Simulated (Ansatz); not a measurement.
# Al (Fm-3m) in Ansatz: convergence with wavefunction cutoff

Aim: find how far wavefunction cutoff must go before the results for Al settle, at PBEsol. This setting moves, with any that are tied to it; all else stays.

Everything below comes from runs of Ansatz 0.2.0. Logs are shortened: lines on timing, memory, paths and dates and some standing lists are left out, and cuts for length are marked.

## 1. The crystal as given

It takes space group Fm-3m (No. 225, cubic). Conventional cell: a = 4.050 Å, b = 4.050 Å, c = 4.050 Å, α = 90.00°, β = 90.00°, γ = 90.00°. Al (site symmetry m-3m) has 12 Al at 2.86 Å as nearest neighbours.

## 2. With wavefunction cutoff 200 eV

Contents of input.yaml:

```yaml
crystal:
  lattice:
    - [0.0, 2.024805, 2.024805]
    - [2.024805, 0.0, 2.024805]
    - [2.024805, 2.024805, 0.0]
  atoms:
    - { symbol: Al, position: [0.0, 0.0, 0.0] }
hamiltonian:
  xc: pbesol
  pseudopotentials: { kind: paw }
kpoints:
  mp_grid: { grid: [9, 9, 9] }
scf:
  occupations: { method: fermi_dirac, width: 0.1 }
output:
  forces: true
  stress: true
  eigenvalues: true
basis:
  ecutwfc: "200 eV"
```

Potentials or basis: Ansatz PAW.

Started as:

```
> ansatz run input.yaml --threads 2 --pin off --max-ram 5632MiB --backend cpu --events-out ev --progress --plain --runs-dir out
```

It took 0.28 s on 2 threads of Arm Neoverse V1, shared host; peak memory 0.22 GiB.

What came out:

* Free energy: -524.2413 eV
* Pressure: -1.9 GPa
* Band gap on the k mesh: none (metal or under the smearing width)

## 3. With wavefunction cutoff 250 eV

Changes to input.yaml since step 2:

```diff
@@ -19,2 +19,2 @@
 basis:
-  ecutwfc: "200 eV"
+  ecutwfc: "250 eV"
```

Potentials or basis: Ansatz PAW.

Started as:

```
> ansatz run input.yaml --threads 2 --pin off --max-ram 5632MiB --backend cpu --events-out ev --progress --plain --runs-dir out
```

It took 0.28 s on 2 threads of Arm Neoverse V1, shared host; peak memory 0.22 GiB.

What came out:

```yaml
Free_energy: -524.4120 eV
Pressure: 0.3 GPa
Band_gap_on_the_k_mesh: none (metal or under the smearing width)
```

## 4. With wavefunction cutoff 300 eV

Changes to input.yaml since step 3:

```diff
@@ -19,2 +19,2 @@
 basis:
-  ecutwfc: "250 eV"
+  ecutwfc: "300 eV"
```

Started as:

```
> ansatz run input.yaml --threads 2 --pin off --max-ram 5632MiB --backend cpu --events-out ev --progress --plain --runs-dir out
```

Wall time 0.3 s (2 threads of Arm Neoverse V1, shared host); peak memory 0.22 GiB.

What came out:

```yaml
Free_energy: -524.4978 eV
Pressure: -1.4 GPa
Band_gap_on_the_k_mesh: none (metal or under the smearing width)
```

## 5. With wavefunction cutoff 350 eV

Changes to input.yaml since step 4:

```diff
@@ -19,2 +19,2 @@
 basis:
-  ecutwfc: "300 eV"
+  ecutwfc: "350 eV"
```

Started as:

```
> ansatz run input.yaml --threads 2 --pin off --max-ram 5632MiB --backend cpu --events-out ev --progress --plain --runs-dir out
```

Wall time 0.31 s (2 threads of Arm Neoverse V1, shared host); peak memory 0.23 GiB.

Results:

```
Free energy            : -524.5183 eV
Pressure               : -1.8 GPa
Band gap on the k mesh : none (metal or under the smearing width)
```

## 6. With wavefunction cutoff 400 eV

Changes to input.yaml since step 5:

```diff
@@ -19,2 +19,2 @@
 basis:
-  ecutwfc: "350 eV"
+  ecutwfc: "400 eV"
```

Potentials or basis: Ansatz PAW.

Started as:

```
> ansatz run input.yaml --threads 2 --pin off --max-ram 5632MiB --backend cpu --events-out ev --progress --plain --runs-dir out
```

It took 0.33 s on 2 threads of Arm Neoverse V1, shared host; peak memory 0.23 GiB.

The run converged. Its results:

| Quantity | Value |
| --- | --- |
| Free energy | -524.5243 eV |
| Pressure | -1.8 GPa |
| Band gap on the k mesh | none (metal or under the smearing width) |

## 7. With wavefunction cutoff 450 eV

Changes to input.yaml since step 6:

```diff
@@ -19,2 +19,2 @@
 basis:
-  ecutwfc: "400 eV"
+  ecutwfc: "450 eV"
```

Started as:

```
> ansatz run input.yaml --threads 2 --pin off --max-ram 5632MiB --backend cpu --events-out ev --progress --plain --runs-dir out
```

It took 0.37 s on 2 threads of Arm Neoverse V1, shared host; peak memory 0.23 GiB.

Results (log left out):

```
Free energy            : -524.5254 eV
Pressure               : -1.8 GPa
Band gap on the k mesh : none (metal or under the smearing width)
```

## 8. With wavefunction cutoff 500 eV

Changes to input.yaml since step 7:

```diff
@@ -19,2 +19,2 @@
 basis:
-  ecutwfc: "450 eV"
+  ecutwfc: "500 eV"
```

Started as:

```
> ansatz run input.yaml --threads 2 --pin off --max-ram 5632MiB --backend cpu --events-out ev --progress --plain --runs-dir out
```

Run time: 0.39 s. Hardware: 2 threads of Arm Neoverse V1, shared host; peak memory 0.23 GiB.

The run converged. Its results:

```
Free energy            : -524.5254 eV
Pressure               : -1.8 GPa
Band gap on the k mesh : none (metal or under the smearing width)
```

## 9. With wavefunction cutoff 600 eV

Changes to input.yaml since step 8:

```diff
@@ -19,2 +19,2 @@
 basis:
-  ecutwfc: "500 eV"
+  ecutwfc: "600 eV"
```

Potentials or basis: Ansatz PAW.

Started as:

```
> ansatz run input.yaml --threads 2 --pin off --max-ram 5632MiB --backend cpu --events-out ev --progress --plain --runs-dir out
```

Wall time 0.4 s (2 threads of Arm Neoverse V1, shared host); peak memory 0.24 GiB.

The run converged. Its results:

| Property | Result |
| --- | --- |
| Free energy | -524.5255 eV |
| Pressure | -1.8 GPa |
| Band gap on the k mesh | none (metal or under the smearing width) |

## 10. With wavefunction cutoff 800 eV

Changes to input.yaml since step 9:

```diff
@@ -19,2 +19,2 @@
 basis:
-  ecutwfc: "600 eV"
+  ecutwfc: "800 eV"
```

Potentials or basis: Ansatz PAW.

Started as:

```
> ansatz run input.yaml --threads 2 --pin off --max-ram 5632MiB --backend cpu --events-out ev --progress --plain --runs-dir out
```

The program printed:

```text
Warning: RAYON_NUM_THREADS=2 ignored (pool sized by the plan → 2); use --threads N
Engine: ansatz 0.2.0, aarch64-unknown-linux-gnu
Pseudopotentials: kind: paw
Pseudopotential: Al, paw, valence charge 3, recommended cutoff 420 eV (normal), Al.paw.azcp
Functional definition: PBEsol
  exchange = pbesol_x
  correlation = pbesol_c
Crystal: 1 atoms, lattice volume = 16.603 Å³
Basis set: ecut = 800 eV, 869 PW (Γ), exchange–correlation on 54×54×54 points (8 copies of the dense FFT grid, shifted against one another)
Bands: 6, of which v1, the nominal top of the filled ones, is band 2 counted from 1 (1 counted from 0)
Symmetry: 48 space group operations
Space group: Fm-3m (ITA 225), of the structure as read, at distance tolerance 2.6e-5 Å
k-points: 35 of 729
Non-local potential: Al, projectors of the file, l = 0: 2, l = 1: 2, l = 2: 1
PAW form: soft (Blöchl's): semilocal exchange-correlation on the pseudo side does not see the compensation charge
PAW frozen core: Al, regenerated for the run's functional, and the local potential with it (the file was generated under x = pbe(κ = 0.804, μ = 0.2195149727645171), c = pbe(β = 0.06672455060314922))
PAW one-centre angular grid: Al, 110 points (default); XC on 64 Gauss nodes
Initial density: superposition of atomic densities (neutral atoms: chi_scale 0, normalization atom), corrected by the library's trained network
Initial wavefunctions: pseudopotential atomic-orbital guess
Functional: x = pbesol(κ = 0.804, μ = 0.12345679012345678), c = pbesol(β = 0.046)
SCF iter   1: F=—  HF=-524.525531 eV  |F-HF|=—  |Δ(HF+E_count)|=         —  Δρ=6.30e-4  dr2=2.61e-5  ethr=1.77e-3  ⟨swp⟩=4.7  Hψ=1815  notcnv=0
preconditioner: auto → none  [metal: Δε(μ)=0.149 eV  Ē_g=13.135 eV  σ=0.100 eV  W_gap=0.34  n_scr=0 (ndim 8)  ℏωp=15.8 eV  f_vac=0.000  D(μ)=0.56/eV (n_scr^D=0)]
SCF iter   2: F=—  HF=-524.525554 eV  |F-HF|=—  |Δ(HF+E_count)|=   2.22e-5  Δρ=3.20e-4  dr2=6.51e-6  ethr=8.70e-7  ⟨swp⟩=1.8  Hψ=526  notcnv=0
iter 3 did not close the SCF: its close was put off for the readings that it lacked (scf_convergence_deferred on its scf_iter line)
SCF iter   3: F=-524.525560 eV  HF=-524.525560 eV  |F-HF|=1.42e-9  |Δ(HF+E_count)|=   6.22e-6  Δρ=6.23e-6  dr2=5.35e-9  ethr=2.17e-7  ⟨swp⟩=1.0  Hψ=198  notcnv=0
iter 4 did not close the SCF: its close was put off for the readings that it lacked (scf_convergence_deferred on its scf_iter line)
SCF iter   4: F=-524.525560 eV  HF=-524.525560 eV  |F-HF|=8.87e-11  |Δ(HF+E_count)|=   2.25e-9  Δρ=1.77e-6  dr2=3.97e-10  ethr=1.78e-10  ⟨swp⟩=2.1  Hψ=250  notcnv=0
iter 5 did not close the SCF: its close was put off for the readings that it lacked (scf_convergence_deferred on its scf_iter line)
SCF iter   5: F=-524.525560 eV  HF=-524.525560 eV  |F-HF|=5.46e-12  |Δ(HF+E_count)|=  7.04e-11  Δρ=2.79e-7  dr2=1.22e-11  ethr=1.32e-11  ⟨swp⟩=1.0  Hψ=198  notcnv=0
SCF iter   6: F=-524.525560 eV  HF=-524.525560 eV  |F-HF|=0.00e0  |Δ(HF+E_count)|=  4.55e-12  Δρ=2.97e-8  dr2=1.37e-13  ethr=1.00e-12  ⟨swp⟩=1.9  Hψ=677  notcnv=0
SCF 1 converged in 6 iterations: F = -524.525560 eV  dr2 = 1.37e-13
SCF converged after 6 iterations
Free energy (F): -524.525560 eV
Harris-Foulkes:  -524.525560 eV  (|F-HF|=0.00e0)
Internal energy: -524.507584 eV  (E = F + TS)
E sigma→0 (E₀):  -524.516572 eV
Entropy (-TS):   -0.017976 eV (-17.976 meV/atom)
Fermi energy:    7.792782 eV
--- Per-component energies (eV) ---
  E_band       = 10.292482
  E_kinetic    = 22.774500
  E_local      = 9.661023  (includes V_loc(G=0)·N_el)
  E_nonlocal   = 10.342661
  E_hartree    = 0.103767
  E_xc         = -39.351156
  E_vxc        = -29.092483  (∫ρ·V_xc dr)
  E_paw        = -454.694466  (= ΣΔE_a)
  E_vpaw       = -3.600752  (= ΣTr[D̂ρ^β])
  E_aug_tail   = -0.000000  (compensation charges beyond the density's cutoff)
  E_ewald      = -73.363052
  E_core_change = 0.019139  (= ΣΔE_core)
  E_smearing   = -0.017976  (= −TS)
  E_closure    = 0.000000  (closes the sum)
  Σ components = -524.525560   (vs F -524.525560, Δ=0.00e0)
--- Forces (eV/Å), atoms counted from 1 ---
  atom   1  Al     0.00000000     0.00000000     0.00000000
  max |Σ_I F_I| component: 1.64e-32 eV/Å
--- Stress (GPa, compression-positive) ---
       -1.766612      -0.000000       0.000000
        0.000000      -1.766612      -0.000000
       -0.000000       0.000000      -1.766612
  P = ⅓ Tr σ = -1.7666 GPa (-17.666 kbar)
--- Band table (eV; the first three rows and the last of 35) ---
  k-point 0: bands = ["-3.2587", "20.3005", "20.3005", "20.3005", "21.8146", "21.8146"]
  k-point 1: bands = ["-2.9251", "16.6297", "19.5021", "19.5021", "22.4753", "23.0923"]
  k-point 2: bands = ["-1.9288", "12.2699", "18.7440", "18.7440", "22.1528", "22.9114"]
  k-point 34: bands = ["5.3226", "7.5737", "8.8123", "9.6359", "22.2745", "23.3026"]
```

Run time: 0.49 s. Hardware: 2 threads of Arm Neoverse V1, shared host; peak memory 0.25 GiB.

Results:

- Free energy: -524.5256 eV
- Pressure: -1.8 GPa
- Band gap on the k mesh: none (metal or under the smearing width)

## 11. Summary

```tsv
wavefunction cutoff	energy less the tightest run, at zero smearing (meV/atom)	pressure (GPa)	SCF cycles	CPU time (s)	peak memory (GiB)
200 eV	284.23	-1.89	6	0.39	0.22
250 eV	113.55	0.31	6	0.4	0.22
300 eV	27.74	-1.41	6	0.45	0.22
350 eV	7.22	-1.78	6	0.46	0.23
400 eV	1.24	-1.76	6	0.49	0.23
450 eV	0.15	-1.77	6	0.55	0.23
500 eV	0.12	-1.77	6	0.61	0.23
600 eV	0.06	-1.77	6	0.63	0.24
800 eV	0.00	-1.77	6	0.81	0.25
```

Against the tightest run, the energy stays within 1 meV/atom from 450 eV on; the pressure stays within 0.1 GPa from 350 eV on. The tightest run that finished is the yardstick and may itself not be fully converged.

Caveats: the PAW data sets come from PBE, with cores solved anew for the run's functional, which leaves a small shift of forces and pressure.
